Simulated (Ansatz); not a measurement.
# HfN (Pm-3m) in Ansatz: notebook

One crystal, HfN, is run at these levels: HSE06, HSE03, HSEsol; tasks: band structure.

Everything below comes from runs of Ansatz 0.2.0. Logs are shortened: lines on timing, memory, paths and dates and some standing lists are left out, and cuts for length are marked.

**1. The structure**

The structure is cubic, space group Pm-3m (No. 221). Conventional cell: a = 2.825 Å, b = 2.825 Å, c = 2.825 Å, α = 90.00°, β = 90.00°, γ = 90.00°. Around Hf (site symmetry m-3m) lie 8 N at 2.45 Å. Around N (site symmetry m-3m) lie 8 Hf at 2.45 Å.

The cell was built by a generator and needn't be a form met in nature.

**2. Band structure, HSE06**

input reads:

```
crystal:
  lattice:
    - [2.82503, 0.0, 0.0]
    - [0.0, 2.82503, 0.0]
    - [0.0, 0.0, 2.82503]
  atoms:
    - { symbol: Hf, position: [0.5, 0.5, 0.5] }
    - { symbol: "N", position: [0.0, 0.0, 0.0] }
hamiltonian:
  xc: hse06
  pseudopotentials: { kind: paw }
kpoints:
  mp_grid: { grid: [5, 5, 5] }
  band_path:
    path:
      - [[0.0, 0.0, 0.0], [0.0, 0.5, 0.0], [0.5, 0.5, 0.0], [0.0, 0.0, 0.0], [0.5, 0.5, 0.5], [0.0, 0.5, 0.0]]
      - [[0.5, 0.5, 0.0], [0.5, 0.5, 0.5]]
    npoints: 4
scf:
  occupations: { method: fermi_dirac, width: 0.05 }
  n_extra_bands: 6
output:
  forces: true
  stress: true
  eigenvalues: true
  fatbands: false
```

Potentials or basis: Ansatz PAW.

What it wrote:

```text
Warning: output.stress: scf.convergence.dr2_threshold = 1e-7 eV (the SCF's general default) is looser than the 2e-10 eV advised for a printed stress (1e-10 eV for each atom of the cell: 2). What an SCF threshold leaves in a stress goes as its square root, and in the free energy as the threshold itself, and one threshold admits the most on a small cell: of the crystals measured, under no hybrid functional and no lock of the moments, on runs that ended without the residual-converged pass, on stresses that held no estimate of that error, the worst erred by over 100 MPa in a component at 1e-7 eV an atom and by under 5 at 1e-10. Set scf.convergence.dr2_threshold to 2e-10 eV or tighter. The threshold is an SCF's pass mark: one that does not reach it within its budget of iterations ends unconverged, or closes short of it on a stop that the run arms, and scf.convergence.dr2_threshold's page says what that costs each kind of run
Warning: output.stress: scf.exx.energy_threshold = 1e-6 eV is looser than the 2e-8 eV advised for a stress under a hybrid functional (1e-8 eV for each atom of the cell: 2). Every SCF of the exchange loop can meet its threshold on dr2 while the loop round them stops early: no threshold on dr2 bounds what that leaves in the stress. Set scf.exx.energy_threshold to 2e-8 eV or tighter. The threshold is the loop's pass mark: a loop that does not reach it within its budget of cycles ends unconverged, and scf.exx.energy_threshold's page has the law
scf.n_extra_bands = 6 over 16 filled bands (N_el = 31.0): the run solves 22 bands
GPUs: using 1 of 1 available (devices: 1).
Engine: ansatz 0.2.0, x86_64-unknown-linux-gnu
Pseudopotentials: kind: paw
Pseudopotential: Hf, paw, valence charge 26, recommended cutoff 420 eV (normal), Hf.paw.azcp
Pseudopotential: N, paw, valence charge 5, recommended cutoff 420 eV (normal), N.paw.azcp
Functional definition: HSE06
  parameter a = 0.25
  parameter omega = 0.11/bohr
  exchange = pbe_x - a*pbe_x_sr(omega) + a*exact_x_sr(omega)
  correlation = pbe_c
device memory: the entry about to start is reckoned to put 0.4 GiB on a device that reports 45.2 GiB free (of which the cap on the GPU budget leaves the run 18.0 GiB)
GPU FFT provider: cuFFT
GPU libraries: cuBLAS 13.8.2, cuFFT 12.4.0, cuSOLVER 12.3.4
Crystal: 2 atoms, lattice volume = 22.546 Å³
Basis set: ecut = 420 eV, 461 PW (Γ), exchange–correlation on 40×40×40 points (8 copies of the dense FFT grid, shifted against one another)
Bands: 22, of which v1, the nominal top of the filled ones, is band 16 counted from 1 (15 counted from 0)
Symmetry: 48 space group operations
Space group: Pm-3m (ITA 221), of the structure as read, at distance tolerance 2.8e-5 Å
k-points: 10 of 125
Non-local potential: Hf, projectors of the file, l = 0: 3, l = 1: 2, l = 2: 2, l = 3: 3
Non-local potential: N, projectors of the file, l = 0: 2, l = 1: 2, l = 2: 1
PAW form: soft (Blöchl's): semilocal exchange-correlation on the pseudo side does not see the compensation charge
PAW frozen core: Hf, regenerated for the run's functional, and the local potential with it (the file was generated under x = pbe(κ = 0.804, μ = 0.2195149727645171), c = pbe(β = 0.06672455060314922))
PAW frozen core: N, regenerated for the run's functional, and the local potential with it (the file was generated under x = pbe(κ = 0.804, μ = 0.2195149727645171), c = pbe(β = 0.06672455060314922))
PAW one-centre angular grid: Hf, 590 points (default); XC on 64 Gauss nodes
PAW one-centre angular grid: N, 110 points (default); XC on 64 Gauss nodes
Initial density: superposition of atomic densities (neutral atoms: chi_scale 0, normalization atom), corrected by the library's trained network
Initial wavefunctions: pseudopotential atomic-orbital guess
GPU buffer pool allocated for 8000 grid points (all kernels)
GPU transforms: local potential and band sums: pruned to the plane-wave sphere, on 20×20×20
Functional: x = pbe(κ = 0.804, μ = 0.2195149727645171), c = pbe(β = 0.06672455060314922), warm-up for x = pbe(κ = 0.804, μ = 0.2195149727645171) + 0.25 (exact − pbe) at short range (hse, ω = 0.20786987370883472 Å⁻¹), c = pbe(β = 0.06672455060314922); HSE06 as pw.x's `hse` composes it (authors' and Libxc's form: `xc: wpbeh`)
SCF iter   1: F=—  HF=-16106.773622 eV  |F-HF|=—  |Δ(HF+E_count)|=         —  Δρ=9.11e-3  dr2=2.76e-2  ethr=1.77e-3  ⟨swp⟩=6.5  Hψ=843  notcnv=0
preconditioner: auto → none  [insulator: Δε(μ)=0.977 eV  Ē_g=20.777 eV  σ=0.050 eV  W_gap=0.92  n_scr=6 (ndim 8)  ℏωp=42.1 eV  f_vac=0.000  D(μ)=0.15/eV (n_scr^D=0)]
SCF iter   2: F=—  HF=-16106.768871 eV  |F-HF|=—  |Δ(HF+E_count)|=   4.75e-3  Δρ=4.08e-3  dr2=5.57e-3  ethr=8.91e-5  ⟨swp⟩=2.9  Hψ=452  notcnv=0
iter 3 solved again at ethr=4.48e-8 eV; its pass at ethr=1.80e-5 eV (dr2=1.39e-5 eV) is discarded
SCF iter   3: F=—  HF=-16106.767547 eV  |F-HF|=—  |Δ(HF+E_count)|=   1.32e-3  Δρ=3.66e-4  dr2=1.52e-5  ethr=4.48e-8  ⟨swp⟩=4.1  Hψ=1092  notcnv=0
SCF iter   4: F=—  HF=-16106.767548 eV  |F-HF|=—  |Δ(HF+E_count)|=   1.31e-6  Δρ=3.98e-5  dr2=2.04e-7  ethr=4.48e-8  ⟨swp⟩=2.8  Hψ=390  notcnv=0
[... 23 lines left out ...]
SCF 2 stopped early in 6 iterations: F = -16106.868189 eV  dr2 = 9.35e-6
hybrid outer 1: dexx = +1.111e-2 eV, tail = 7.03e-4 eV
GPU FFT provider: cuFFT
GPU libraries: cuBLAS 13.8.2, cuFFT 12.4.0, cuSOLVER 12.3.4
GPU buffer pool allocated for 8000 grid points (all kernels)
GPU transforms: local potential and band sums: pruned to the plane-wave sphere, on 20×20×20
Exchange kernel: α = 0.2500, screened, ω = 0.2079 Å⁻¹, Wigner–Seitz truncation, v(0) = 1018.7035 eV·Å³, q-mesh 5×5×5, nearest image of the exchange supercell L = 14.13 Å, pair-density grid 15×15×15, without the augmentation charges, whose exchange is taken in its separable form by FFT convolution over the k-point mesh (sized by the pseudopotential files, 20×20×20 at the most), smooth part of the exact exchange by density-matrix convolution in up to 1.09 GiB of GPU memory as planned if the GPU has room (build and FFT work areas not counted)
Frozen-core exchange: fock
SCF iter   1: F=—  HF=-16106.868158 eV  |F-HF|=—  |Δ(HF+E_count)|=         —  Δρ=1.79e-4  dr2=3.13e-6  ethr=1.13e-5  ⟨swp⟩=3.0  Hψ=452  notcnv=0
preconditioner: auto → none  [insulator: Δε(μ)=1.178 eV  Ē_g=24.141 eV  σ=0.050 eV  W_gap=0.92  n_scr=6 (ndim 8)  ℏωp=42.1 eV  f_vac=0.000  D(μ)=0.15/eV (n_scr^D=0)]
SCF iter   2: F=—  HF=-16106.868157 eV  |F-HF|=—  |Δ(HF+E_count)|=   1.38e-7  Δρ=4.68e-5  dr2=1.44e-7  ethr=9.98e-9  ⟨swp⟩=4.0  Hψ=606  notcnv=0
SCF iter   3: F=—  HF=-16106.868157 eV  |F-HF|=—  |Δ(HF+E_count)|=   1.50e-8  Δρ=1.09e-5  dr2=4.84e-8  ethr=3.50e-10  ⟨swp⟩=3.1  Hψ=618  notcnv=0
SCF iter   4: F=-16106.868158 eV  HF=-16106.868158 eV  |F-HF|=4.56e-9  |Δ(HF+E_count)|=   3.16e-7  Δρ=4.00e-6  dr2=3.76e-9  ethr=4.76e-11  ⟨swp⟩=4.5  Hψ=722  notcnv=0
SCF 3 converged in 4 iterations: F = -16106.868158 eV  dr2 = 3.76e-9
  Residual-converged pass: ⟨swp⟩=2.2  Hψ=376  notcnv=0  max |occ|·‖R‖ = 2.1e-6 eV (tolerance 2.4e-6 eV)  dr2=3.76e-9  dr2_onsite=2.48e-9  max |Δocc| = 8.8e-15
hybrid outer 2: dexx = +5.988e-7 eV, tail = 2.30e-7 eV, Δε = 5.34e-3 eV (about 3.86e-4 eV left of the loop's levels)
GPU FFT provider: cuFFT
GPU libraries: cuBLAS 13.8.2, cuFFT 12.4.0, cuSOLVER 12.3.4
GPU buffer pool allocated for 8000 grid points (all kernels)
GPU transforms: local potential and band sums: pruned to the plane-wave sphere, on 20×20×20
Exchange kernel: α = 0.2500, screened, ω = 0.2079 Å⁻¹, Wigner–Seitz truncation, v(0) = 1018.7035 eV·Å³, q-mesh 5×5×5, nearest image of the exchange supercell L = 14.13 Å, pair-density grid 15×15×15, without the augmentation charges, whose exchange is taken in its separable form by FFT convolution over the k-point mesh (sized by the pseudopotential files, 20×20×20 at the most), smooth part of the exact exchange by density-matrix convolution in up to 1.09 GiB of GPU memory as planned if the GPU has room (build and FFT work areas not counted)
Frozen-core exchange: fock
SCF iter   1: F=—  HF=-16106.868158 eV  |F-HF|=—  |Δ(HF+E_count)|=         —  Δρ=5.39e-6  dr2=3.69e-9  ethr=3.71e-9  ⟨swp⟩=3.7  Hψ=457  notcnv=0
preconditioner: auto → none  [insulator: Δε(μ)=1.177 eV  Ē_g=24.141 eV  σ=0.050 eV  W_gap=0.92  n_scr=6 (ndim 8)  ℏωp=42.1 eV  f_vac=0.000  D(μ)=0.15/eV (n_scr^D=0)]
SCF iter   2: F=-16106.868158 eV  HF=-16106.868158 eV  |F-HF|=2.73e-11  |Δ(HF+E_count)|=  6.20e-10  Δρ=1.26e-6  dr2=1.65e-10  ethr=1.18e-11  ⟨swp⟩=3.5  Hψ=510  notcnv=0
SCF 4 converged in 2 iterations: F = -16106.868158 eV  dr2 = 1.65e-10
  Residual-converged pass: ⟨swp⟩=2.7  Hψ=378  notcnv=0  max |occ|·‖R‖ = 2.2e-6 eV (tolerance 2.4e-6 eV)  dr2=1.70e-10  dr2_onsite=6.55e-11  max |Δocc| = 5.1e-15
hybrid outer 3: dexx = +6.514e-10 eV, tail = 6.32e-10 eV, Δε = 2.29e-4 eV (about 3.43e-5 eV left of the loop's levels), ΔF = 5.37e-27 eV/Å (tail 6.11e-27)
device memory: the entry about to start is reckoned to put 0.4 GiB on a device that reports 50.0 GiB free (of which the cap on the GPU budget leaves the run 18.0 GiB)
NSCF: frozen V_eff on 26 k-points, pencils in batches of 32, up to order 100
hybrid SCF converged: 3 outer / 12 inner (+7 warm-up), last move |dexx| = 6.51e-10 eV, tail = 6.32e-10 eV
Stability not checked: this state was not tested for a lower state beside it, because the functional holds exact exchange (a hybrid, or Hartree-Fock), whose exchange loop this test does not read (fock_operator; see scf.lower_state_search)
Free energy (F): -16106.868158 eV
Frozen-core exchange: fock
Harris-Foulkes:  -16106.868158 eV  (|F-HF|=2.73e-11)
Internal energy: -16106.866708 eV  (E = F + TS)
E sigma→0 (E₀):  -16106.867433 eV
Entropy (-TS):   -0.001450 eV (-0.725 meV/atom)
Fermi energy:    23.830909 eV
--- Per-component energies (eV) ---
  E_band       = 114.248193
  E_kinetic    = 552.563710
  E_local      = -4663.185622  (includes V_loc(G=0)·N_el)
  E_nonlocal   = -1214.983394
  E_hartree    = 2219.081687
  E_xc         = -285.748968
  E_vxc        = -271.965480  (∫ρ·V_xc dr)
  E_exx        = -128.519536  (= α·E_x^exact, valence–valence)
  E_paw        = -6986.824215  (= ΣΔE_a)
  E_vpaw       = 1530.694927  (= ΣTr[D̂ρ^β])
  E_aug_tail   = 0.000087  (compensation charges beyond the density's cutoff)
  E_ewald      = -5600.380333
  E_core_change = 1.129875  (= ΣΔE_core)
  E_smearing   = -0.001450  (= −TS)
  E_closure    = 0.000000  (closes the sum)
  Σ components = -16106.868158   (vs F -16106.868158, Δ=0.00e0)
--- Forces (eV/Å), atoms counted from 1 ---
  atom   1  Hf     0.00000000     0.00000000     0.00000000
  atom   2  N      0.00000000    -0.00000000     0.00000000
  max |Σ_I F_I| component: 5.32e-27 eV/Å
--- Stress (GPa, compression-positive) ---
       -6.791651       0.000000       0.000000
        0.000000      -6.791651       0.000000
        0.000000       0.000000      -6.791651
  P = ⅓ Tr σ = -6.7917 GPa (-67.917 kbar)
--- Band table (eV; the first three rows and the last of 10) ---
  k-point 0: bands = ["-42.3754", "-9.1190", "-9.1190", "-9.1190", "4.9258", "7.8084", "7.8084", "7.8084", "7.8487", "7.8575", "7.8575", "7.8575", "20.5334", "20.5334", "21.5932", "21.5932", "21.5932", "27.2875", "30.4539", "30.4539", "30.4539", "42.6878"]
  k-point 1: bands = ["-42.3402", "-9.6790", "-9.0675", "-9.0675", "5.6902", "7.7961", "7.8198", "7.8198", "7.8264", "7.8427", "7.8733", "7.8733", "17.9608", "20.9276", "20.9782", "20.9782", "23.9525", "29.3776", "30.6732", "30.6732", "30.6847", "38.4078"]
  k-point 2: bands = ["-42.2831", "-10.4891", "-8.9830", "-8.9830", "7.0041", "7.7765", "7.8317", "7.8317", "7.8330", "7.9081", "7.9081", "7.9704", "14.8510", "20.0411", "20.0411", "21.6939", "28.7073", "31.0870", "31.2575", "31.2575", "32.2477", "34.9106"]
  k-point 9: bands = ["-42.1068", "-10.0441", "-10.0091", "-10.0091", "7.2374", "7.8180", "7.8208", "7.8208", "7.8643", "7.8643", "7.8714", "8.6892", "15.8921", "15.8921", "16.9740", "28.9254", "29.6876", "29.6876", "32.0443", "32.0443", "33.8496", "37.7284"]
```

Run time: 23 s. Hardware: 1 × NVIDIA H100 80GB HBM3 with 2 threads of AMD EPYC 7R13 (Zen 3), shared host; peak memory 1.7 GiB.

Results:

```
Free energy            : -16106.8682 eV
Pressure               : -6.8 GPa
Band gap on the k mesh : none (metal or under the smearing width)
```

Levels at the corners of the path, in eV from the Fermi level:
```csv
point,band 12,band 13,band 14,band 15,band 16,band 17,band 18,band 19,band 20,band 21
Γ,-15.97,-3.30,-3.30,-2.24,-2.24,-2.24,3.46,6.62,6.62,6.62
X,-15.72,-9.53,-3.94,-3.94,-1.98,5.91,7.33,7.56,7.56,9.60
M,-15.90,-5.51,-5.51,-2.06,-1.59,2.63,3.12,3.12,9.52,13.42
Γ,-15.97,-3.30,-3.30,-2.24,-2.24,-2.24,3.46,6.62,6.62,6.62
R,-14.58,-8.48,-8.48,-8.48,8.36,8.36,8.36,9.74,9.74,9.74
X,-15.72,-9.53,-3.94,-3.94,-1.98,5.91,7.33,7.56,7.56,9.60
M,-15.90,-5.51,-5.51,-2.06,-1.59,2.63,3.12,3.12,9.52,13.42
R,-14.58,-8.48,-8.48,-8.48,8.36,8.36,8.36,9.74,9.74,9.74
```

Caveat: the k mesh is coarse (spacing up to 0.44 Å⁻¹), so the values aren't converged, least of all with exact exchange; the pressure holds a Pulay correction of +0.3 GPa for the finite cutoff; spin-orbit coupling is left out, which moves the levels of the heavy elements; the PAW data sets come from PBE, with cores solved anew for the run's functional, which leaves a small shift of forces and pressure; the thresholds are loose for stress.

(Continued in part 2 of 2.)
